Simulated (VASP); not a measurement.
**CdS (Hawleyite): equation of state with PBEsol**

The system is CdS (Hawleyite).

```
Cd S
1.0
     0.00000    2.91650    2.91650
     2.91650    0.00000    2.91650
     2.91650    2.91650    0.00000
Cd S
1 1
Direct
  0.00000 0.00000 0.00000
  0.75000 0.75000 0.75000
```

* Program: VASP 6.6.1
* Task: equation of state
* Functional: PBEsol
* Potentials or basis: VASP PAW PBE potentials, release 64 (Cd, S)
* Cutoff: 520 eV
* k mesh: 8 × 8 × 8
* Occupations: fermi-dirac, width 0.05 eV
* Spin: no spin polarisation
* Ladder: free
* Further INCAR settings: ALGO = Normal; EDIFF = 1e-07; NBANDS = 16

```json
{"Equilibrium volume": "24.87 Å³/atom", "Bulk modulus": "61 GPa", "Pressure derivative of the bulk modulus": "4.6"}
```

Energy against volume, from the lowest point:
```tsv
volume (Å³/atom)	energy (meV/atom)
23.319	20.75
23.815	9.20
24.312	2.45
24.808	0.00
25.304	1.39
25.800	6.22
26.296	14.10
```

All runs of the series together: 110 s on 1 thread of Intel(R) Xeon(R) Platinum 8488C (Sapphire Rapids), on a shared host.

Caveat: the PAW data sets were made with another functional, which shifts forces and pressure a little.
